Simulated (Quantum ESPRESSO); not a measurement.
# O on fcc sites of Ti(0001): a series in the coverage, part 6 of 8

Aim: how the results for O on fcc sites of Ti(0001) change with the coverage.

Quantum ESPRESSO 7.5; plane-wave DFT, PBE, GBRV ultrasoft pseudopotentials.

So far. Step 6 (SCF with pw.x, 0 ML): Inside the slab this potential holds the local part of the pseudopotentials, which can be repulsive at the nuclei; only its value in the vacuum has a meaning of its own. Step 7 (Relaxation with pw.x, 0.1111 ML): The relaxation lowers the energy by 57 meV an atom. On the free atoms the largest force ends at 0.035 eV/Å.

## (8) Self-consistent run, 0.1111 ML

m1.esm.in reads:

```
&control
  prefix = 'm1.esm'
  outdir = './out'
  pseudo_dir = './pseudo'
  calculation = 'scf'
  tprnfor = .true.
/
&system
  ibrav = 0
  nat = 28
  ntyp = 2
  ecutwfc = 40
  ecutrho = 200
  occupations = 'smearing'
  smearing = 'mv'
  degauss = 0.02
  assume_isolated = 'esm'
  esm_bc = 'bc1'
/
&electrons
  conv_thr = 1e-07
  mixing_beta = 0.25
  electron_maxstep = 160
  mixing_mode = 'local-TF'
  mixing_ndim = 12
/
ATOMIC_SPECIES
  Ti  47.8670  ti_pbe_v1.4.uspp.F.UPF
  O   15.9990  o_pbe_v1.2.uspp.F.UPF
CELL_PARAMETERS angstrom
  8.81792672700000 0.00000000000000 0.00000000000000
  4.40896336350000 7.63654855429177 0.00000000000000
  0.00000000000000 0.00000000000000 19.99909720195920
ATOMIC_POSITIONS crystal
  Ti  0.888888888900 0.888888888900 -0.139812018650
  Ti  0.888888888900 0.222222222200 -0.139812018650
  Ti  0.888888888900 0.555555555600 -0.139812018650
  Ti  0.222222222200 0.888888888900 -0.139812018650
  Ti  0.222222222200 0.222222222200 -0.139812018650
  Ti  0.222222222200 0.555555555600 -0.139812018650
  Ti  0.555555555600 0.888888888900 -0.139812018650
  Ti  0.555555555600 0.222222222200 -0.139812018650
  Ti  0.555555555600 0.555555555600 -0.139812018650
  Ti  0.111111111100 0.111111111100 -0.023684790950
  Ti  0.111111111100 0.444444444500 -0.023684790950
  Ti  0.111111111100 0.777777777800 -0.023684790950
  Ti  0.444444444500 0.111111111100 -0.023684790950
  Ti  0.444444444500 0.444444444500 -0.023684790950
  Ti  0.444444444500 0.777777777800 -0.023684790950
  Ti  0.777777777800 0.111111111100 -0.023684790950
  Ti  0.777777777800 0.444444444500 -0.023684790950
  Ti  0.777777777800 0.777777777800 -0.023684790950
  Ti  0.890037694600 0.890037694600 0.092135440750
  Ti  0.890037694600 0.219924610700 0.092135440750
  Ti  0.891336864200 0.554331568000 0.086929294850
  Ti  0.219924610700 0.890037694600 0.092135440750
  Ti  0.224214780100 0.224214780100 0.085813277750
  Ti  0.224214780100 0.551570439700 0.085813277750
  Ti  0.554331568000 0.891336864200 0.086929294850
  Ti  0.551570439700 0.224214780100 0.085813277750
  Ti  0.554331568000 0.554331568000 0.086929294850
  O   0.000000000000 0.000000000000 0.139812018650
K_POINTS automatic
  3 3 1 0 0 0
```

The run is started by

```sh
> OMP_NUM_THREADS=1 mpirun -n 16 pw.x -nk 1 -in m1.esm.in > m1.esm.out
```

The program printed:

```text
[banner, memory and clock lines left out]
Program PWSCF v.7.5 starts
[...]
Message from routine setup:
[...]
number of electrons       =       330.00
     number of Kohn-Sham states=          198
     kinetic-energy cutoff     =      40.0000  Ry
     charge density cutoff     =     200.0000  Ry
[...]
number of k points=     3  Marzari-Vanderbilt smearing, width (Ry)=  0.0200
[...]
Dense  grid:   433923 G-vectors     FFT dimensions: (  75,  75, 180)
[...]
negative rho (up, down):  6.326E-02 0.000E+00
     Starting wfcs are  274 randomized atomic wfcs
[...]
negative rho (up, down):  6.014E-02 0.000E+00
[...]
estimated scf accuracy    <      95.89822164 Ry
[...]
negative rho (up, down):  9.680E-02 0.000E+00
[...]
estimated scf accuracy    <      46.26647694 Ry
[...]
negative rho (up, down):  1.508E-01 0.000E+00
[...]
estimated scf accuracy    <      16.19117975 Ry
[...]
negative rho (up, down):  1.177E-01 0.000E+00
[...]
estimated scf accuracy    <      40.92838421 Ry
[...]
negative rho (up, down):  1.037E-01 0.000E+00
[...]
estimated scf accuracy    <      19.16740101 Ry
[...]
negative rho (up, down):  1.204E-01 0.000E+00
[...]
estimated scf accuracy    <       1.85260723 Ry
[...]
negative rho (up, down):  1.158E-01 0.000E+00
[...]
estimated scf accuracy    <      12.60931827 Ry
[...]
negative rho (up, down):  1.176E-01 0.000E+00
[...]
estimated scf accuracy    <      11.00992222 Ry
[...]
negative rho (up, down):  1.159E-01 0.000E+00
[...]
estimated scf accuracy    <      17.03020333 Ry
[...]
negative rho (up, down):  1.030E-01 0.000E+00
[...]
estimated scf accuracy    <      49.61914941 Ry
[...]
negative rho (up, down):  8.461E-02 0.000E+00
[...]
estimated scf accuracy    <       8.71205599 Ry
[...]
negative rho (up, down):  8.090E-02 0.000E+00
[...]
estimated scf accuracy    <       0.84318568 Ry
[...]
negative rho (up, down):  2.540E-02 0.000E+00
[...]
estimated scf accuracy    <       0.00001750 Ry
[...]
negative rho (up, down):  2.553E-02 0.000E+00
[...]
estimated scf accuracy    <       0.00001107 Ry
[...]
negative rho (up, down):  2.554E-02 0.000E+00
[...]
estimated scf accuracy    <       0.00000045 Ry
[...]
negative rho (up, down):  2.554E-02 0.000E+00
[...]
estimated scf accuracy    <       0.00000040 Ry
[...]
negative rho (up, down):  2.554E-02 0.000E+00
[...]
estimated scf accuracy    <       0.00000028 Ry
[...]
negative rho (up, down):  2.555E-02 0.000E+00
[...]
estimated scf accuracy    <       0.00000023 Ry
[...]
negative rho (up, down):  2.556E-02 0.000E+00
[...]
estimated scf accuracy    <       0.00000044 Ry
[...]
negative rho (up, down):  2.550E-02 0.000E+00
[...]
estimated scf accuracy    <       0.00000030 Ry
[...]
negative rho (up, down):  2.547E-02 0.000E+00
[...]
estimated scf accuracy    <       0.00000014 Ry
[...]
negative rho (up, down):  2.546E-02 0.000E+00
[...]
the Fermi energy is    -4.3662 ev
!    total energy              =   -3251.11077175 Ry
     estimated scf accuracy    <       0.00000009 Ry
     smearing contrib. (-TS)   =      -0.02324803 Ry
     internal energy E=F+TS    =   -3251.08752373 Ry
[...]
one-electron contribution =   22917.48583650 Ry
     hartree contribution      =  -11561.08684749 Ry
     xc contribution           =    -493.25554513 Ry
     ewald contribution        =  -14114.23096761 Ry
     convergence has been achieved in  72 iterations
     negative rho (up, down):  2.546E-02 0.000E+00
[...]
Total force =     0.054198     Total SCF correction =     0.000739
[...]
```

Elapsed: 9.1 min, on 16 MPI ranks of Arm Neoverse V2, shared host; peak memory 3.6 GiB.

This step gave:

| Quantity | Value |
| --- | --- |
| free energy | -44233.6155 eV |
| Fermi energy | -4.366 eV |
| vacuum line at the lower end of the cell, over the Fermi level | 4.420 eV |
| vacuum line at the upper end of the cell, over the Fermi level | 4.313 eV |

Inside the slab this potential holds the local part of the pseudopotentials, which can be repulsive at the nuclei; only its value in the vacuum has a meaning of its own.

## (9) Relaxing the ions, 0.75 ML

System of this step: Ti(0001), 3 layers, 4 sites a cell, 3 O on fcc sites. The cell holds 15 atoms: 12 Ti and 3 O. Its edges and angles: a = 5.879 Å, b = 5.879 Å, c = 19.999 Å, α = 90.0°, β = 90.0°, γ = 60.0°. It derives from Ti. Vacuum lies along c.

m7.relax.in reads:

```
&control
  prefix = 'm7.relax'
  outdir = './out'
  pseudo_dir = './pseudo'
  nstep = 70
  forc_conv_thr = 0.0015
  calculation = 'relax'
/
&system
  ibrav = 0
  nat = 15
  ntyp = 2
  ecutwfc = 40
  ecutrho = 200
  occupations = 'smearing'
  smearing = 'mv'
  degauss = 0.02
/
&electrons
  conv_thr = 1e-07
  mixing_beta = 0.3
  electron_maxstep = 120
  mixing_mode = 'local-TF'
/
&ions
/
ATOMIC_SPECIES
  Ti  47.8670  ti_pbe_v1.4.uspp.F.UPF
  O   15.9990  o_pbe_v1.2.uspp.F.UPF
CELL_PARAMETERS angstrom
  5.87861781800000 0.00000000000000 0.00000000000000
  2.93930890900000 5.09103236952785 0.00000000000000
  0.00000000000000 0.00000000000000 19.99909720195920
ATOMIC_POSITIONS crystal
  Ti  0.833333333300 0.333333333300 0.347048027025 0 0 0
  Ti  0.333333333300 0.833333333300 0.347048027025 0 0 0
  Ti  0.333333333300 0.333333333300 0.347048027025 0 0 0
  Ti  0.833333333300 0.833333333300 0.347048027025 0 0 0
  Ti  0.166666666700 0.666666666700 0.463175254697 0 0 0
  Ti  0.666666666700 0.166666666700 0.463175254697 0 0 0
  Ti  0.666666666700 0.666666666700 0.463175254697 0 0 0
  Ti  0.166666666700 0.166666666700 0.463175254697 0 0 0
  Ti  0.833333333300 0.333333333300 0.579302482369
  Ti  0.333333333300 0.833333333300 0.579302482369
  Ti  0.333333333300 0.333333333300 0.579302482369
  Ti  0.833333333300 0.833333333300 0.579302482369
  O   0.000000000000 0.500000000000 0.652951972975
  O   0.500000000000 0.000000000000 0.652951972975
  O   0.500000000000 0.500000000000 0.652951972975
K_POINTS automatic
  5 5 1 0 0 0
```

The run is started by

```sh
> OMP_NUM_THREADS=1 mpirun -n 16 pw.x -nk 2 -in m7.relax.in > m7.relax.out
```

The program printed:

```text
[banner, memory and clock lines left out]
Program PWSCF v.7.5 starts
[...]
Message from routine setup:
[...]
number of electrons       =       162.00
     number of Kohn-Sham states=           97
     kinetic-energy cutoff     =      40.0000  Ry
     charge density cutoff     =     200.0000  Ry
[...]
number of k points=     5  Marzari-Vanderbilt smearing, width (Ry)=  0.0200
[...]
Dense  grid:   192597 G-vectors     FFT dimensions: (  50,  50, 180)
[...]
negative rho (up, down):  1.776E-02 0.000E+00
     Starting wfcs are  132 randomized atomic wfcs
[...]
negative rho (up, down):  4.411E-02 0.000E+00
[...]
estimated scf accuracy    <     482.92328599 Ry
[...]
negative rho (up, down):  2.794E-01 0.000E+00
[...]
estimated scf accuracy    <     361.44234150 Ry
[...]
negative rho (up, down):  1.537E-01 0.000E+00
[...]
estimated scf accuracy    <     221.93222740 Ry
[...]
negative rho (up, down):  1.746E-01 0.000E+00
[...]
estimated scf accuracy    <      22.17712241 Ry
[...]
negative rho (up, down):  1.797E-01 0.000E+00
[...]
estimated scf accuracy    <      11.74074875 Ry
[...]
negative rho (up, down):  2.155E-01 0.000E+00
[...]
estimated scf accuracy    <      11.10292142 Ry
[...]
negative rho (up, down):  1.853E-01 0.000E+00
[...]
estimated scf accuracy    <       2.77146785 Ry
[...]
negative rho (up, down):  1.798E-01 0.000E+00
[...]
estimated scf accuracy    <       4.30687967 Ry
[...]
negative rho (up, down):  1.495E-01 0.000E+00
[...]
estimated scf accuracy    <       0.89145888 Ry
[...]
negative rho (up, down):  1.283E-01 0.000E+00
[...]
estimated scf accuracy    <       3.16924496 Ry
[...]
negative rho (up, down):  5.476E-02 0.000E+00
[...]
estimated scf accuracy    <       0.33214516 Ry
[...]
negative rho (up, down):  5.345E-02 0.000E+00
[...]
estimated scf accuracy    <       0.98273142 Ry
[...]
negative rho (up, down):  2.316E-02 0.000E+00
[...]
estimated scf accuracy    <       0.26427288 Ry
[...]
negative rho (up, down):  1.308E-03 0.000E+00
[...]
estimated scf accuracy    <       0.23061598 Ry
[...]
negative rho (up, down):  2.661E-03 0.000E+00
[...]
estimated scf accuracy    <       0.01735215 Ry
[...]
negative rho (up, down):  4.685E-03 0.000E+00
[...]
estimated scf accuracy    <       0.01102551 Ry
[...]
negative rho (up, down):  5.182E-03 0.000E+00
[...]
estimated scf accuracy    <       0.00956374 Ry
[...]
negative rho (up, down):  1.338E-02 0.000E+00
[...]
estimated scf accuracy    <       0.00648678 Ry
[...]
negative rho (up, down):  2.267E-02 0.000E+00
[...]
estimated scf accuracy    <       0.00337577 Ry
[...]
negative rho (up, down):  1.645E-02 0.000E+00
[...]
estimated scf accuracy    <       0.00197453 Ry
[...]
negative rho (up, down):  1.563E-02 0.000E+00
[...]
estimated scf accuracy    <       0.00261058 Ry
[...]
negative rho (up, down):  1.396E-02 0.000E+00
[...]
estimated scf accuracy    <       0.00035032 Ry
[...]
negative rho (up, down):  1.161E-02 0.000E+00
[...]
estimated scf accuracy    <       0.00008408 Ry
[...]
negative rho (up, down):  1.110E-02 0.000E+00
[...]
estimated scf accuracy    <       0.00001642 Ry
[...]
negative rho (up, down):  1.091E-02 0.000E+00
[...]
estimated scf accuracy    <       0.00000615 Ry
[...]
negative rho (up, down):  1.092E-02 0.000E+00
[...]
estimated scf accuracy    <       0.00000393 Ry
[...]
negative rho (up, down):  1.097E-02 0.000E+00
[...]
estimated scf accuracy    <       0.00000064 Ry
[...]
negative rho (up, down):  1.096E-02 0.000E+00
[...]
estimated scf accuracy    <       0.00000064 Ry
[...]
negative rho (up, down):  1.092E-02 0.000E+00
[...]
estimated scf accuracy    <       0.00000015 Ry
[...]
negative rho (up, down):  1.087E-02 0.000E+00
[...]
the Fermi energy is     1.2660 ev
!    total energy              =   -1527.71504038 Ry
     estimated scf accuracy    <       0.00000005 Ry
     smearing contrib. (-TS)   =      -0.00844264 Ry
     internal energy E=F+TS    =   -1527.70659774 Ry
[...]
one-electron contribution =   -8037.22552121 Ry
     hartree contribution      =    4011.94368963 Ry
     xc contribution           =    -237.12329391 Ry
     ewald contribution        =    2734.69852775 Ry
     convergence has been achieved in  30 iterations
     negative rho (up, down):  1.087E-02 0.000E+00
[...]
Total force =     0.507418     Total SCF correction =     0.000300
[...]
negative rho (up, down):  1.357E-02 0.000E+00
[...]
negative rho (up, down):  1.344E-02 0.000E+00
[...]
estimated scf accuracy    <       2.39879318 Ry
[...]
negative rho (up, down):  1.463E-02 0.000E+00
[...]
estimated scf accuracy    <       0.33812217 Ry
[...]
negative rho (up, down):  1.514E-02 0.000E+00
[...]
estimated scf accuracy    <       0.07320389 Ry
[...]
negative rho (up, down):  1.516E-02 0.000E+00
[...]
estimated scf accuracy    <       0.06142315 Ry
[...]
negative rho (up, down):  1.592E-02 0.000E+00
[...]
estimated scf accuracy    <       0.11083500 Ry
[...]
negative rho (up, down):  1.651E-02 0.000E+00
[...]
estimated scf accuracy    <       0.04989561 Ry
[...]
negative rho (up, down):  1.648E-02 0.000E+00
[...]
estimated scf accuracy    <       0.00051531 Ry
[...]
negative rho (up, down):  1.622E-02 0.000E+00
[...]
estimated scf accuracy    <       0.00070629 Ry
[...]
negative rho (up, down):  1.599E-02 0.000E+00
[...]
estimated scf accuracy    <       0.00017174 Ry
[...]
negative rho (up, down):  1.594E-02 0.000E+00
[...]
estimated scf accuracy    <       0.00026879 Ry
[...]
negative rho (up, down):  1.541E-02 0.000E+00
[...]
estimated scf accuracy    <       0.00031162 Ry
[...]
negative rho (up, down):  1.542E-02 0.000E+00
[...]
estimated scf accuracy    <       0.00017776 Ry
[...]
negative rho (up, down):  1.505E-02 0.000E+00
[...]
estimated scf accuracy    <       0.00006133 Ry
[...]
negative rho (up, down):  1.482E-02 0.000E+00
[...]
estimated scf accuracy    <       0.00008155 Ry
[...]
negative rho (up, down):  1.446E-02 0.000E+00
[...]
estimated scf accuracy    <       0.00000706 Ry
[...]
negative rho (up, down):  1.412E-02 0.000E+00
[...]
estimated scf accuracy    <       0.00001907 Ry
[...]
estimated scf accuracy    <       0.00136175 Ry
[...]
negative rho (up, down):  1.257E-02 0.000E+00
[...]
estimated scf accuracy    <       0.00018465 Ry
[...]
negative rho (up, down):  1.250E-02 0.000E+00
[...]
estimated scf accuracy    <       0.00006054 Ry
[...]
negative rho (up, down):  1.249E-02 0.000E+00
[...]
estimated scf accuracy    <       0.00001777 Ry
[...]
negative rho (up, down):  1.249E-02 0.000E+00
[...]
estimated scf accuracy    <       0.00001643 Ry
[...]
negative rho (up, down):  1.254E-02 0.000E+00
[...]
estimated scf accuracy    <       0.00001543 Ry
[...]
negative rho (up, down):  1.256E-02 0.000E+00
[...]
estimated scf accuracy    <       0.00000928 Ry
[...]
negative rho (up, down):  1.261E-02 0.000E+00
[...]
estimated scf accuracy    <       0.00000520 Ry
[...]
negative rho (up, down):  1.263E-02 0.000E+00
[...]
estimated scf accuracy    <       0.00000235 Ry
[...]
negative rho (up, down):  1.265E-02 0.000E+00
[...]
estimated scf accuracy    <       0.00000188 Ry
[...]
negative rho (up, down):  1.276E-02 0.000E+00
[...]
estimated scf accuracy    <       0.00000112 Ry
[...]
negative rho (up, down):  1.281E-02 0.000E+00
[...]
estimated scf accuracy    <       0.00000030 Ry
[...]
negative rho (up, down):  1.284E-02 0.000E+00
[...]
estimated scf accuracy    <       0.00000091 Ry
[...]
negative rho (up, down):  1.289E-02 0.000E+00
[...]
estimated scf accuracy    <       0.00000023 Ry
[...]
negative rho (up, down):  1.292E-02 0.000E+00
[...]
estimated scf accuracy    <       0.00000020 Ry
[...]
negative rho (up, down):  1.300E-02 0.000E+00
[...]
the Fermi energy is     2.2870 ev
!    total energy              =   -1528.12128881 Ry
     estimated scf accuracy    <       0.00000002 Ry
     smearing contrib. (-TS)   =      -0.00161483 Ry
     internal energy E=F+TS    =   -1528.11967398 Ry
[...]
one-electron contribution =   -8054.93192305 Ry
     hartree contribution      =    4024.13918238 Ry
     xc contribution           =    -237.96993580 Ry
     ewald contribution        =    2740.64300249 Ry
     convergence has been achieved in  18 iterations
     negative rho (up, down):  1.300E-02 0.000E+00
[...]
Total force =     0.054755     Total SCF correction =     0.000408
[...]
negative rho (up, down):  1.212E-02 0.000E+00
[...]
negative rho (up, down):  1.207E-02 0.000E+00
[...]
estimated scf accuracy    <       0.01923503 Ry
[...]
negative rho (up, down):  1.195E-02 0.000E+00
[...]
estimated scf accuracy    <       0.00583676 Ry
[...]
negative rho (up, down):  1.175E-02 0.000E+00
[...]
estimated scf accuracy    <       0.00128428 Ry
[...]
negative rho (up, down):  1.164E-02 0.000E+00
[...]
estimated scf accuracy    <       0.00034418 Ry
[...]
negative rho (up, down):  1.153E-02 0.000E+00
[...]
estimated scf accuracy    <       0.00011514 Ry
[...]
negative rho (up, down):  1.150E-02 0.000E+00
[...]
estimated scf accuracy    <       0.00004167 Ry
[...]
negative rho (up, down):  1.151E-02 0.000E+00
[...]
estimated scf accuracy    <       0.00002844 Ry
[...]
negative rho (up, down):  1.156E-02 0.000E+00
[...]
estimated scf accuracy    <       0.00001137 Ry
[...]
negative rho (up, down):  1.162E-02 0.000E+00
[...]
estimated scf accuracy    <       0.00000376 Ry
[...]
negative rho (up, down):  1.168E-02 0.000E+00
[...]
estimated scf accuracy    <       0.00000166 Ry
[...]
negative rho (up, down):  1.188E-02 0.000E+00
[...]
estimated scf accuracy    <       0.00000190 Ry
[...]
negative rho (up, down):  1.190E-02 0.000E+00
[...]
estimated scf accuracy    <       0.00000670 Ry
[...]
negative rho (up, down):  1.193E-02 0.000E+00
[...]
estimated scf accuracy    <       0.00000371 Ry
[...]
negative rho (up, down):  1.199E-02 0.000E+00
[...]
estimated scf accuracy    <       0.00000019 Ry
[...]
negative rho (up, down):  1.208E-02 0.000E+00
[...]
estimated scf accuracy    <       0.00000012 Ry
[...]
negative rho (up, down):  1.209E-02 0.000E+00
[...]
estimated scf accuracy    <       0.00000011 Ry
[...]
negative rho (up, down):  1.215E-02 0.000E+00
[...]
estimated scf accuracy    <       0.00000006 Ry
[...]
negative rho (up, down):  1.215E-02 0.000E+00
[...]
estimated scf accuracy    <       0.00000002 Ry
[...]
negative rho (up, down):  1.216E-02 0.000E+00
[...]
Total force =     0.040023     Total SCF correction =     0.000180
[...]
negative rho (up, down):  1.324E-02 0.000E+00
[...]
negative rho (up, down):  1.291E-02 0.000E+00
[...]
estimated scf accuracy    <       0.08009530 Ry
[...]
negative rho (up, down):  1.232E-02 0.000E+00
[...]
estimated scf accuracy    <       0.01984751 Ry
[...]
negative rho (up, down):  1.161E-02 0.000E+00
[...]
estimated scf accuracy    <       0.00313833 Ry
[...]
negative rho (up, down):  1.146E-02 0.000E+00
[...]
estimated scf accuracy    <       0.00099269 Ry
[...]
negative rho (up, down):  1.124E-02 0.000E+00
[...]
estimated scf accuracy    <       0.00052505 Ry
[...]
negative rho (up, down):  1.115E-02 0.000E+00
[...]
estimated scf accuracy    <       0.00019474 Ry
[...]
negative rho (up, down):  1.116E-02 0.000E+00
[...]
estimated scf accuracy    <       0.00013260 Ry
[...]
negative rho (up, down):  1.133E-02 0.000E+00
[...]
estimated scf accuracy    <       0.00005401 Ry
[...]
negative rho (up, down):  1.163E-02 0.000E+00
[...]
estimated scf accuracy    <       0.00002065 Ry
[...]
negative rho (up, down):  1.186E-02 0.000E+00
[...]
estimated scf accuracy    <       0.00003056 Ry
[...]
negative rho (up, down):  1.225E-02 0.000E+00
[...]
estimated scf accuracy    <       0.00000574 Ry
[...]
negative rho (up, down):  1.280E-02 0.000E+00
[...]
estimated scf accuracy    <       0.00000412 Ry
[...]
negative rho (up, down):  1.295E-02 0.000E+00
[...]
estimated scf accuracy    <       0.00000090 Ry
[...]
negative rho (up, down):  1.304E-02 0.000E+00
[...]
estimated scf accuracy    <       0.00000075 Ry
[...]
negative rho (up, down):  1.322E-02 0.000E+00
[...]
estimated scf accuracy    <       0.00000068 Ry
[...]
negative rho (up, down):  1.323E-02 0.000E+00
[...]
estimated scf accuracy    <       0.00000014 Ry
[...]
negative rho (up, down):  1.324E-02 0.000E+00
[...]
estimated scf accuracy    <       0.00000004 Ry
[...]
negative rho (up, down):  1.325E-02 0.000E+00
[...]
estimated scf accuracy    <       0.00000004 Ry
[...]
negative rho (up, down):  1.324E-02 0.000E+00
[...]
estimated scf accuracy    <       0.00000011 Ry
[...]
negative rho (up, down):  1.325E-02 0.000E+00
[...]
estimated scf accuracy    <       0.00000002 Ry
[...]
negative rho (up, down):  1.324E-02 0.000E+00
[...]
the Fermi energy is     2.2844 ev
!    total energy              =   -1528.13710571 Ry
     estimated scf accuracy    <          2.8E-09 Ry
     smearing contrib. (-TS)   =       0.00222993 Ry
     internal energy E=F+TS    =   -1528.13933564 Ry
[...]
one-electron contribution =   -8174.43737297 Ry
     hartree contribution      =    4084.09459016 Ry
     xc contribution           =    -238.02691655 Ry
     ewald contribution        =    2800.23036373 Ry
     convergence has been achieved in  21 iterations
     negative rho (up, down):  1.324E-02 0.000E+00
[...]
Total force =     0.033665     Total SCF correction =     0.000086
[...]
negative rho (up, down):  1.079E-02 0.000E+00
[...]
negative rho (up, down):  1.019E-02 0.000E+00
[...]
estimated scf accuracy    <       0.20651841 Ry
[...]
negative rho (up, down):  9.447E-03 0.000E+00
[...]
estimated scf accuracy    <       0.04019553 Ry
```

The job ended after 11 min (16 MPI ranks; peak memory 1.9 GiB; 2.8 h of CPU time).

[end of part 6 of 8]

[Logs are printed without paths, hosts, clocks, repeated set-up lines and the standing remarks that a program may print on its own settings, such as how far it seeks lower states.]

[Hosts, paths, dates, database ids (printed as entryN), source tags and the programs' standing remarks are cut or masked in the printed files.]

[Maps of the electrostatic potential energy from Ansatz leave out the sawtooth potential of an applied field or a dipole correction, so their vacuum need not be flat; planar profiles and work functions include it.]
